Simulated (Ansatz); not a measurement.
# K (Im-3m) in Ansatz: notebook

One crystal, K, is run at these levels: LDA, PBE+D4; tasks: single point, relaxation of cell and atoms.

All numbers are computed with Ansatz 0.2.0; they aren't measurements. Logs are shortened: lines on timing, memory, paths and dates and some standing lists are left out, and cuts for length are marked.

## Step 1: Starting point

Symmetry: Im-3m, No. 229, cubic system. The conventional cell has a = 5.395 Å, b = 5.395 Å, c = 5.395 Å, α = 90.00°, β = 90.00°, γ = 90.00°.

## Step 2: Single point, LDA, spin-orbit coupling, no magnetisation (cell strained at random at fixed volume)

Input file input.yaml:

```yaml
crystal:
  lattice:
    - [-2.766308, 2.679394, 2.752481]
    - [2.706809, -2.66548, 2.679068]
    - [2.735117, 2.634289, -2.738567]
  atoms:
    - { symbol: K, position: [0.00453, 0.003212, 0.006601] }
hamiltonian:
  xc: lda
  pseudopotentials: { kind: paw_fr }
kpoints:
  mp_grid: { grid: [6, 6, 6] }
scf:
  occupations: { method: gaussian, width: 0.15 }
output:
  forces: true
  stress: true
  eigenvalues: true
  write_density: true
  write_potential: true
  elf: true
  volumetric_format: npy
basis:
  ecutwfc: "18.4 Ry"
magnetization:
  noncollinear: true
  spin_orbit: true
```

Potentials or basis: Ansatz PAW.

Command:

```
ansatz run input.yaml --threads 1 --pin off --max-ram 2560MiB --backend cpu --events-out ev --progress --plain --runs-dir out
```

Output:

```text
Warning: basis.ecutwfc = 250.34475346308957 eV is below the records' recommended 420 eV, and the density's cutoff is lower with it unless basis.ecutrho_ratio is high enough to keep the records' density cutoff: compare with a run at a higher cutoff
Warning: RAYON_NUM_THREADS=1 ignored (pool sized by the plan → 1); use --threads N
Engine: ansatz 0.2.0, aarch64-unknown-linux-gnu
Pseudopotentials: kind: paw_fr
Pseudopotential: K, paw_fr, valence charge 9, recommended cutoff 420 eV (normal), K.paw.azcp#standard-fr
Functional definition: SPW92
  exchange = slater_x
  correlation = pw_c
non-collinear run that drives no moment, with spin-orbit: no starting moment large enough to seed its density (crystal.atoms[].spin), no starting occupations that ask for one, no magnetisation constraint and no magnetic field, so the semilocal B_xc is pinned to zero
Crystal: 1 atoms, lattice volume = 78.519 Å³
Basis set: ecut = 250.34475346308957 eV, 685 PW (Γ)
Bands: 18, of which v1, the nominal top of the filled ones, is band 9 counted from 1 (8 counted from 0)
Symmetry: 2 space group operations + 2 with time reversal
Magnetic group: BNS 2.5 (UNI 5), of the structure as read, at distance tolerance 4.3e-5 Å
k-points: 112 of 216
Projection manifold: j_resolved (fully-relativistic pseudo-atomic orbitals)
Non-local potential: K, projectors of the file, l = 0: 3, l = 1: 4, l = 2: 4
PAW form: soft (Blöchl's): semilocal exchange-correlation on the pseudo side does not see the compensation charge
PAW frozen core: K, regenerated for the run's functional, and the local potential with it (the file was generated under x = pbe(κ = 0.804, μ = 0.2195149727645171), c = pbe(β = 0.06672455060314922))
PAW one-centre angular grid: K, 110 points (default); XC on 64 Gauss nodes
Initial density: superposition of atomic densities (chi_scale 0.1, normalization cell)
Initial wavefunctions: pseudopotential atomic-orbital guess
Functional: x = slater, c = lda
SCF iter   1: F=—  HF=-1496.085296 eV  |F-HF|=—  |Δ(HF+E_count)|=         —  Δρ=5.47e-3  dr2=3.37e-2  dr2_m=0.00e0 (ungated)  ethr=3.10e-3  |M|=0.00e0 ∫|m|=0.00e0 μB  |m|>n=0.0e0 m-floor=0.0e0 τ_xc=0.0e0  β_m=0.30  ⟨swp⟩=6.2  Hψ=5796  notcnv=0
preconditioner: auto → Kerker (q_TF=auto, 1.902 Å⁻¹)  [metal: Δε(μ)=0.025 eV  Ē_g=3.987 eV  σ=0.150 eV  W_gap=0.09  n_scr=12 (ndim 8)  ℏωp=4.2 eV  f_vac=0.000  D(μ)=1.59/eV (n_scr^D=12)]
spin=Noncollinear: Kerker preconditioning applied to the charge; magnetization (m_x, m_y, m_z) channels mix plain (no charge-response kernel on spin).
SCF iter   2: F=—  HF=-1496.077387 eV  |F-HF|=—  |Δ(HF+E_count)|=   7.91e-3  Δρ=3.49e-3  dr2=1.77e-2  dr2_m=0.00e0 (ungated)  ethr=3.74e-4  |M|=0.00e0 ∫|m|=0.00e0 μB  |m|>n=0.0e0 m-floor=0.0e0 τ_xc=0.0e0  β_m=0.61  ⟨swp⟩=1.0  Hψ=1456  notcnv=0  defer=6
SCF iter   3: F=—  HF=-1496.070249 eV  |F-HF|=—  |Δ(HF+E_count)|=   7.14e-3  Δρ=1.04e-3  dr2=2.06e-3  dr2_m=0.00e0 (ungated)  ethr=1.96e-4  |M|=0.00e0 ∫|m|=0.00e0 μB  |m|>n=0.0e0 m-floor=0.0e0 τ_xc=0.0e0  β_m=0.81  ⟨swp⟩=2.2  Hψ=1271  notcnv=0  defer=6
SCF iter   4: F=—  HF=-1496.069783 eV  |F-HF|=—  |Δ(HF+E_count)|=   4.66e-4  Δρ=1.86e-4  dr2=2.82e-5  dr2_m=0.00e0 (ungated)  ethr=2.29e-5  |M|=0.00e0 ∫|m|=0.00e0 μB  |m|>n=0.0e0 m-floor=0.0e0 τ_xc=0.0e0  β_m=0.90  ⟨swp⟩=2.0  Hψ=1177  notcnv=0  defer=6
SCF iter   5: F=—  HF=-1496.069806 eV  |F-HF|=—  |Δ(HF+E_count)|=   2.31e-5  Δρ=5.70e-5  dr2=2.54e-6  dr2_m=0.00e0 (ungated)  ethr=3.13e-7  |M|=0.00e0 ∫|m|=0.00e0 μB  |m|>n=0.0e0 m-floor=0.0e0 τ_xc=0.0e0  β_m=0.95  ⟨swp⟩=2.4  Hψ=1333  notcnv=0  defer=6
SCF iter   6: F=-1496.069809 eV  HF=-1496.069809 eV  |F-HF|=1.28e-7  |Δ(HF+E_count)|=   3.31e-6  Δρ=9.19e-6  dr2=9.59e-8  dr2_m=0.00e0 (ungated)  ethr=1.11e-9  |M|=0.00e0 ∫|m|=0.00e0 μB  |m|>n=0.0e0 m-floor=0.0e0 τ_xc=0.0e0  ⟨swp⟩=10.6  Hψ=6485  notcnv=0
SCF 1 converged in 6 iterations: F = -1496.069809 eV  dr2 = 9.59e-8
SCF converged after 6 iterations
Magnetization: |M| = 0.0000 μB,  M = (+0.0000, +0.0000, +0.0000) μB
Absolute magnetization: 0.0000 μB (∫|m|)
  site 0: m = (+0.0000, +0.0000, +0.0000) μB, |m| = 0.0000 μB  (R = 1.91 Å)
Free energy (F): -1496.069809 eV
Harris-Foulkes:  -1496.069809 eV  (|F-HF|=1.28e-7)
Internal energy: -1496.051872 eV  (E = F + TS)
E sigma→0 (E₀):  -1496.060841 eV
Entropy (-TS):   -0.017937 eV (-17.937 meV/atom)
Fermi energy:    1.334875 eV
--- Per-component energies (eV) ---
  E_band       = -146.542183
  E_kinetic    = 251.315930
  E_local      = -770.597865  (includes V_loc(G=0)·N_el)
  E_nonlocal   = 15.766561
  E_hartree    = 274.305020
  E_xc         = -131.093158
  E_vxc        = -161.093857  (∫ρ·V_xc dr)
  E_paw        = -742.653723  (= ΣΔE_a)
  E_vpaw       = -30.539545  (= ΣTr[D̂ρ^β])
  E_aug_tail   = -0.000031  (compensation charges beyond the density's cutoff)
  E_ewald      = -393.352650
  E_core_change = 0.258045  (= ΣΔE_core)
  E_smearing   = -0.017937  (= −TS)
  E_closure    = 0.000000  (closes the sum)
  Σ components = -1496.069809   (vs F -1496.069809, Δ=0.00e0)
--- Forces (eV/Å), atoms counted from 1 ---
  atom   1  K      0.00000000     0.00000000     0.00000000
  max |Σ_I F_I| component: 0.00e0 eV/Å
--- Stress (GPa, compression-positive) ---
       -0.562937      -0.006609      -0.002646
       -0.006609      -0.566538       0.004892
       -0.002646       0.004892      -0.562408
  P = ⅓ Tr σ = -0.5640 GPa (-5.640 kbar)
--- Band table (eV; the first three rows and the last of 112) ---
  k-point 0: bands = ["-30.6663", "-30.6663", "-14.4502", "-14.4502", "-14.1784", "-14.1784", "-14.1762", "-14.1762", "-0.7517", "-0.7517", "5.3945", "5.3945", "5.4698", "5.4698", "5.5673", "5.5673", "6.3009", "6.3009"]
  k-point 1: bands = ["-30.6657", "-30.6657", "-14.4575", "-14.4575", "-14.1902", "-14.1902", "-14.1792", "-14.1792", "-0.4196", "-0.4196", "4.9483", "4.9483", "5.1163", "5.1163", "5.6712", "5.6712", "6.1240", "6.1240"]
  k-point 2: bands = ["-30.6640", "-30.6640", "-14.4709", "-14.4709", "-14.2105", "-14.2105", "-14.1839", "-14.1839", "0.5219", "0.5219", "3.4933", "3.4933", "4.5906", "4.5906", "6.1669", "6.1669", "6.3171", "6.3171"]
  k-point 111: bands = ["-30.6613", "-30.6613", "-14.4914", "-14.4914", "-14.2230", "-14.2230", "-14.2187", "-14.2187", "3.0205", "3.0205", "3.0829", "3.0829", "4.5087", "4.5087", "4.5446", "4.5446", "4.7736", "4.7736"]
```

Wall time 10 s (1 thread of Arm Neoverse V2, shared host); peak memory 0.38 GiB.

The run converged, but some of its settings lie outside the range that counts as converged (typed here: basis.ecutwfc = 18.4 Ry; hamiltonian.pseudopotentials = kind paw_fr; magnetization = noncollinear True, spin_orbit True), so its numbers aren't taken as properties of the crystal.

What came out:

- Free energy: -1496.0698 eV
- Pressure: -0.6 GPa
- Band gap on the k mesh: none (metal or under the smearing width)

Caveat: the pressure holds a Pulay correction of +2.2 GPa for the finite cutoff; the PAW data sets come from PBE, with cores solved anew for the run's functional, which leaves a small shift of forces and pressure; the cutoff lies under the one recommended for these potentials.

## Step 3: Relaxation of cell and atoms, PBE+D4

Input file input.yaml:

```yaml
crystal:
  lattice:
    - [-2.6975585167, 2.6975585167, 2.6975585167]
    - [2.6975585167, -2.6975585167, 2.6975585167]
    - [2.6975585167, 2.6975585167, -2.6975585167]
  atoms:
    - { symbol: K, position: [0.0, 0.0, 0.0] }
hamiltonian:
  xc: pbe
  pseudopotentials: { kind: paw, source: jth }
  dispersion: d4
kpoints:
  mp_grid: { grid: [7, 7, 7] }
scf:
  occupations: { method: fermi_dirac, width: 0.1 }
output:
  forces: true
  stress: true
relax:
  f_tol: 0.01
  max_steps: 40
  cell: { stress_tol: 0.05 }
```

Potentials or basis: JTH PAW.

Command:

```
ansatz run input.yaml --threads 1 --pin off --max-ram 2560MiB --backend cpu --events-out ev --progress --plain --runs-dir out
```

Output:

```text
Warning: the checks of this K dataset prove no rule for summing its radial tables, as where they were carried onto another mesh than they were made on, and Gregory's rule is taken, under which a leading mesh point left out moves its sums only by what lay on the interval it spanned. That does not make them correct, and they differ from Quantum ESPRESSO's on this file; a re-export a fraction of a mesh step off can move them. hamiltonian.pseudopotentials.radial_quadrature: simpson_from_first_knot sums it by `pw.x`'s rule; on a PAW file no value gives `pw.x`'s numbers. What more to know: hamiltonian.pseudopotentials.radial_quadrature, in the input reference
Warning: RAYON_NUM_THREADS=1 ignored (pool sized by the plan → 1); use --threads N
[... 1 set-up line as earlier in the session ...]
Pseudopotentials: kind: paw
Pseudopotential: K, paw, valence charge 9, recommended cutoff 690 eV (normal), K.paw.azcp
Functional definition: PBE
  parameter kappa = 0.804
  parameter beta = 0.06672455060314922
  exchange = pbe_x(kappa = kappa, mu = beta*pi^2/3)
  correlation = pbe_c(beta = beta)
Crystal: 1 atoms, lattice volume = 78.519 Å³
Basis set: ecut = 690 eV, 3151 PW (Γ), exchange–correlation on 90×90×90 points (8 copies of the dense FFT grid, shifted against one another)
Bands: 9, of which v1, the nominal top of the filled ones, is band 5 counted from 1 (4 counted from 0)
Symmetry: 48 space group operations
Space group: Im-3m (ITA 229), of the structure as read, at distance tolerance 4.3e-5 Å
k-points: 20 of 343
Non-local potential: K, projectors of the file, l = 0: 2, l = 1: 2, l = 2: 1
[... 4 set-up lines as earlier in the session ...]
Functional: x = pbe(κ = 0.804, μ = 0.2195149727645171), c = pbe(β = 0.06672455060314922)
SCF iter   1: F=—  HF=-1537.653742 eV  |F-HF|=—  |Δ(HF+E_count)|=         —  Δρ=4.85e-3  dr2=2.86e-2  ethr=3.10e-3  ⟨swp⟩=7.8  Hψ=1921  notcnv=0
preconditioner: auto → Kerker (q_TF=auto, 1.902 Å⁻¹)  [metal: Δε(μ)=0.196 eV  Ē_g=3.981 eV  σ=0.100 eV  W_gap=0.45  n_scr=12 (ndim 8)  ℏωp=4.2 eV  f_vac=0.000  D(μ)=0.80/eV (n_scr^D=0)]
SCF iter   2: F=—  HF=-1537.650734 eV  |F-HF|=—  |Δ(HF+E_count)|=   3.01e-3  Δρ=1.96e-3  dr2=8.27e-3  ethr=3.18e-4  ⟨swp⟩=2.4  Hψ=472  notcnv=0
SCF iter   3: F=—  HF=-1537.652045 eV  |F-HF|=—  |Δ(HF+E_count)|=   1.31e-3  Δρ=1.22e-3  dr2=2.47e-3  ethr=9.19e-5  ⟨swp⟩=2.8  Hψ=280  notcnv=0
SCF iter   4: F=—  HF=-1537.652275 eV  |F-HF|=—  |Δ(HF+E_count)|=   2.30e-4  Δρ=3.40e-4  dr2=2.62e-4  ethr=2.75e-5  ⟨swp⟩=1.5  Hψ=208  notcnv=0
SCF iter   5: F=—  HF=-1537.652325 eV  |F-HF|=—  |Δ(HF+E_count)|=   5.05e-5  Δρ=1.79e-4  dr2=1.24e-5  ethr=2.91e-6  ⟨swp⟩=2.2  Hψ=271  notcnv=0
SCF iter   6: F=—  HF=-1537.652357 eV  |F-HF|=—  |Δ(HF+E_count)|=   3.20e-5  Δρ=3.10e-5  dr2=4.43e-7  ethr=1.38e-7  ⟨swp⟩=2.0  Hψ=251  notcnv=0
SCF iter   7: F=-1537.652357 eV  HF=-1537.652357 eV  |F-HF|=1.53e-8  |Δ(HF+E_count)|=   8.35e-8  Δρ=8.93e-6  dr2=2.56e-8  ethr=1.11e-9  ⟨swp⟩=5.0  Hψ=633  notcnv=0
[... 79 lines left out ...]
SCF 8 converged in 5 iterations: F = -1537.661236 eV  dr2 = 7.06e-12
relax step   8: F+E_penalty+E_count = -1537.66123592 eV  Δ(F+E_penalty+E_count) = +2.133e-4 eV  max|allowed force component| = 0.000e0 eV/Å  Δτ_max = 0.0000 Å  P = +0.001 GPa  Ω = 70.703 Å³  stress off target by 1.39e-3 GPa  SCF on the basis re-selected at this cell (its energy is not comparable with the rows above)  (5 SCF iters)
basis re-selected at this cell: Δ(F+E_penalty+E_count) = +2.133e-4 eV, ΔP = -0.005 GPa vs the last step (what re-selecting the basis moved, of the pressure what is left beyond the Pulay correction that the steps carried, after the strain that the cell walked since its last selection, with what the two solves' SCF thresholds leave and, on support functions, any second-order correction that the steps lacked; it is no measure of the basis error at this ecutwfc). The dense FFT grid was sized anew with the basis: this SCF ran on 40×40×40 points, the steps before it on 45×45×45, so part of this shift can come from that change (see relax.cell in the input reference). This SCF's stress stands 1.39e-3 GPa from its target on what of the cell is left free (relax.cell.stress_tol is 5.00e-2 GPa) and its largest allowed force component is 0.00e0 eV/Å (relax.f_tol is 1.00e-2 eV/Å): within both
SCF converged after 5 iterations
Free energy (F): -1537.661236 eV
Harris-Foulkes:  -1537.661236 eV  (|F-HF|=5.46e-12)
Internal energy: -1537.636485 eV  (E = F + TS)
E sigma→0 (E₀):  -1537.648860 eV
Entropy (-TS):   -0.024751 eV (-24.751 meV/atom)
Fermi energy:    1.936198 eV
--- Per-component energies (eV) ---
  E_band       = -141.109197
  E_kinetic    = 226.636549
  E_local      = -859.658735  (includes V_loc(G=0)·N_el)
  E_nonlocal   = 152.574449
  E_hartree    = 262.530555
  E_xc         = -108.154424
  E_vxc        = -140.340664  (∫ρ·V_xc dr)
  E_paw        = -804.118788  (= ΣΔE_a)
  E_vpaw       = -45.381943  (= ΣTr[D̂ρ^β])
  E_aug_tail   = 0.000013  (compensation charges beyond the density's cutoff)
  E_ewald      = -407.374320
  E_disp       = -0.071784  (pairwise vdW)
  E_smearing   = -0.024751  (= −TS)
  E_closure    = -0.000000  (closes the sum)
  Σ components = -1537.661236   (vs F -1537.661236, Δ=0.00e0)
--- Forces (eV/Å), atoms counted from 1 ---
  atom   1  K      0.00000000     0.00000000     0.00000000
  max |Σ_I F_I| component: 9.86e-32 eV/Å
--- Stress (GPa, compression-positive) ---
        0.001391       0.000000      -0.000000
        0.000000       0.001391      -0.000000
       -0.000000      -0.000000       0.001391
  P = ⅓ Tr σ = 0.0014 GPa (0.014 kbar)
--- Relaxed structure (7 steps of the walk, 6 accepted, 1 SCFs on fresh bases) ---
  F+E_penalty+E_count = -1537.66123592 eV   max|allowed force component| = 0.000e0 eV/Å   (the final SCF, on the basis selected at the relaxed cell)
  cell:  # Å, volume = 70.7032 Å³
    - [-2.604912228027428, 2.604912228027428, 2.604912228027428]
    - [2.604912228027428, -2.604912228027428, 2.604912228027428]
    - [2.604912228027428, 2.604912228027428, -2.604912228027428]
  atoms:
    - { symbol: K, position: [0.0, 0.0, 0.0] }
```

It took 8.4 s on 1 thread of Arm Neoverse V2, shared host; peak memory 0.34 GiB.

What came out:

| Quantity | Value |
| --- | --- |
| Free energy | -1537.6612 eV |
| Relaxed volume | 70.70 Å³/atom |
| Relaxed cell | a = 4.512 Å, b = 4.512 Å, c = 4.512 Å, α = 109.47°, β = 109.47°, γ = 109.47° |
| Space group after relaxing (to 0.05 Å) | Im-3m (No. 229) |
| Energy gained by relaxing | 8.9 meV/atom |
| Ionic steps | 7 |
| Pressure after relaxing | 0.0 GPa |

The path:
```
step  energy change (eV)  largest force (eV/Å)  volume (Å³)
   1              0.0000                0.0000        78.52
   2             -0.0017                0.0000        77.71
   3             -0.0076                0.0000        69.77
   4             -0.0078                0.0000        73.44
   5             -0.0082                0.0000        73.03
   6             -0.0091                0.0000        70.70
   7             -0.0089                0.0000        70.70
```

Final structure:
```
CELL_PARAMETERS angstrom
-2.60491 2.60491 2.60491
2.60491 -2.60491 2.60491
2.60491 2.60491 -2.60491
ATOMIC_POSITIONS crystal
K 0.00000 0.00000 0.00000
```

Caveat: the plane-wave basis is chosen anew once the cell has moved, so the energies of steps on either side of that aren't comparable.
